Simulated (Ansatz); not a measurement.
## Si: stationary points along a deformation path

Method: Ansatz, DFT PBE+D3(BJ), scalar-relativistic, plane waves, PAW. The runs took a 420 eV cutoff, a Γ-centred 24×24×24 mesh and Gaussian smearing (0.15 eV). No spin polarisation. Energies are free energies at this smearing, counted from the undisturbed cell; pressure is positive in compression.

The starting cell (as given, not relaxed at this level; it stands at -2.0 GPa; this fcc form isn't the usual structure):

```xyz
1
Lattice="0.0000 1.9108 1.9108 1.9108 0.0000 1.9108 1.9108 1.9108 0.0000" Properties=species:S:1:pos:R:3 pbc="T T T"
Si    0.0000    0.0000    0.0000
```

At fixed volume and fractional coordinates, lengths along (0.000, 0.000, 1.000) are scaled against those across it; ρ is that ratio over its starting value. V = 13.954 Å³/atom. Δσ is the stress along the axis less the mean stress across it (compression positive).

```
    ρ  ΔE (meV/atom)  Δσ (GPa) space group
0.650          -26.1     -5.03       I4/mmm
0.707           -8.4     -0.02        Im-3m
0.780          -17.6      0.37       I4/mmm
0.850          -12.0     -2.28       I4/mmm
0.920           -5.4     -1.28       I4/mmm
0.960           -2.1     -1.64       I4/mmm
1.000            0.0      0.00        Fm-3m
1.050           -2.4      0.47       I4/mmm
1.100           -4.9      1.05       I4/mmm
1.200           -7.1      0.02       I4/mmm
1.300            3.3     -4.06       I4/mmm
1.414           33.5    -10.06       I4/mmm
1.500           85.1    -19.15       I4/mmm
```

Question: How does the stress give the slope of the energy, and where is the energy stationary?

Answer: Along the path d ln(length) is 2/3 d ln ρ on the axis and −1/3 d ln ρ across it, so dE/d ln ρ = −(2/3) V Δσ: the energy falls with ρ where Δσ is positive. Δσ vanishes or changes sign at ρ = 0.707 (Im-3m), a maximum at -8.4 meV/atom; between ρ = 0.780 and 0.850, a minimum (near 0.79 by linear interpolation); at ρ = 1.000 (Fm-3m), a maximum at 0.0 meV/atom; at ρ = 1.200 (I4/mmm), a minimum at -7.1 meV/atom. Pairs of stationary points between two samples would go unseen, and could change a minimum read from distant neighbours into a maximum. At ρ = 0.707, 1.000 the cell is cubic, where symmetry alone makes the stress isotropic and the slope zero.

Question: Which shear constant sets the curvature at ρ = 1?

Answer: For a cubic crystal E/V = (2/3) C (ln ρ)² with C = C′ = (C11 − C12)/2, so Δσ = −2C ln ρ. The parabola of Δσ against ln ρ through ρ = 0.960, 1 and 1.050 gives C ≈ -13.1 GPa with the ions clamped, rough because the steps are large. It is the stress–strain coefficient at this cell's pressure of -2.0 GPa, not the zero-pressure constant. It is negative, so the cubic cell is unstable to this shear.

Question: Integrate that slope from ρ = 1 to 1.200 by the trapezoid rule.

Answer: With V/N in Å³ and 1 eV/Å³ = 160.2 GPa the slopes at ρ = 1.000, 1.050, 1.100, 1.200 are 0, -28, -61, -1 meV/atom per unit of ln ρ. The steps add (-0.7) + (-2.1) + (-2.7) = -5.4 meV/atom, against -7.1 from the energies; the trapezoid rule misses the curvature of the slope within each step.

Question: Is the start the lowest point of the path?

Answer: No: ρ = 0.650 lies 26.1 meV/atom lower, with no sampled rise above the start on the way. Volume and inner coordinates are held, so a relaxed structure there would lie lower still.

In a metal these slopes depend on the k mesh and the smearing.